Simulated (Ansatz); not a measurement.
Rutile GeO₂ was calculated with G0W0@PBE (Ansatz, an electronic-structure program, hard PAW, contour deformation, complete-basis limit).

Settings: largest k mesh 6×6×8 (not extrapolated in the mesh).

Cell (measured lattice):

Space group P4₂/mnm (No. 136); a = b = 4.4066 Å, c = 2.8619 Å, α = β = γ = 90.00°

```tsv
atom	site	symmetry	x	y	z
Ge	2a	m.mm	0.0000	0.0000	0.0000
O	4f	m.2m	0.3063	0.3063	0.0000
```

Problem. Give the computed band gap.

Solution. 
band gap: 4.07 eV (direct)

Measured, for comparison: band gap 4.68 eV (temperature not stated, no zero-point or thermal correction, direct (forbidden), UV absorption; as tabulated in Mengle et al. (2019), arXiv:1905.10301).

Note: filled d or f shells below the valence bands can shift G0W0 gaps through exchange with them, which wasn't tested here; cell and atoms aren't relaxed at this level; the gap holds a correction of +0.24 eV to the complete basis.

Spin–orbit coupling is not included.

Computed values are for the static lattice.

It cost very roughly 5 core-hours of CPU time.
